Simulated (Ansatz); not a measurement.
# BaS (rocksalt): exact exchange against the cheap answer

The task here is to estimate one member of a computed series from the others.

Program: Ansatz 0.2.0. Level of theory: DFT at several levels, plane waves, PAW. These are calculated values, not measurements.

1 further run of the same task is left out (it didn't finish). Runs told in other sessions of the task aren't counted.

## The starting structure

Symmetry: Fm-3m, No. 225, cubic system. Conventional cell: a = 6.388 Å, b = 6.388 Å, c = 6.388 Å, α = 90.00°, β = 90.00°, γ = 90.00°. Ba (site symmetry m-3m) has 6 S at 3.19 Å in its first shell of neighbours. Around S (site symmetry m-3m) lie 6 Ba at 3.19 Å.

Structure file:

```xyz
2
Lattice="0.0000 3.1938 3.1938 3.1938 0.0000 3.1938 3.1938 3.1938 0.0000" Properties=species:S:1:pos:R:3 pbc="T T T"
Ba    3.1938    3.1938    3.1938
S     0.0000    0.0000    0.0000
```

At PBE, an earlier run found 0.84 GPa for this cell of 32.576 Å³/atom (6×6×6 mesh), gap on the mesh 2.21 eV.

The cell stays fixed from here on.

Levels to run, all on a 4×4×4 mesh: PBE; PBE0 form (fraction 1/ε∞); PBE0 form (fraction 0.15); HSE06 form (fraction 0.35, screening 0.5 Å⁻¹); HSE06. Hardware: 4 threads of Arm Neoverse V1, shared host.

The first run:

input.yaml

```yaml
crystal:
  lattice:
    - [0.0, 3.193750825, 3.193750825]
    - [3.193750825, 0.0, 3.193750825]
    - [3.193750825, 3.193750825, 0.0]
  atoms:
    - { symbol: Ba, position: [0.5, 0.5, 0.5] }
    - { symbol: S, position: [0.0, 0.0, 0.0] }
basis:
  ecutwfc: 420
  ecutrho_ratio: 4
kpoints:
  mp_grid: { grid: [4, 4, 4] }
hamiltonian:
  xc: pbe
scf:
  occupations: { method: gaussian, width: 0.05 }
output:
  forces: true
  stress: true
  eigenvalues: true
  populations: true
  write_density: true
  write_potential: true
  elf: true
  volumetric_format: npy
```

Run with:

```sh
> ansatz run input.yaml --threads 4 --pin off --max-ram 8192MiB --backend cpu --events-out ev --progress --plain --runs-dir out
```

Among the steps run: PBE; PBE0 form (fraction 1/ε∞); PBE0 form (fraction 0.15); HSE06 form (fraction 0.35, screening 0.5 Å⁻¹); HSE06.

One of the session's tables, all rows but one given; the rest of the session is left out.

```
                                        level  gap on the mesh (eV)  pressure (GPa)
                                          PBE                  2.20             0.9
                    PBE0 form (fraction 1/ε∞)                  3.54             0.5
                    PBE0 form (fraction 0.15)                  3.16             0.6
HSE06 form (fraction 0.35, screening 0.5 Å⁻¹)                  2.78             0.5
                                        HSE06                     ?               ?
```

Q: Estimate the row for HSE06 from the others.

As computed: gap on the mesh (eV): 3.11; pressure (GPa): 0.5. In the column «gap on the mesh (eV)» it lies between HSE06 form (fraction 0.35, screening 0.5 Å⁻¹) (2.78) and PBE0 form (fraction 0.15) (3.16).

Caveats from the session: Gaps are over this coarse mesh alone, and total energies of different levels can't be compared. The program warned that the SCF threshold is loose for the stress of this hybrid run. Warnings in the runs' records: stress exchange threshold loose, stress scf threshold loose.
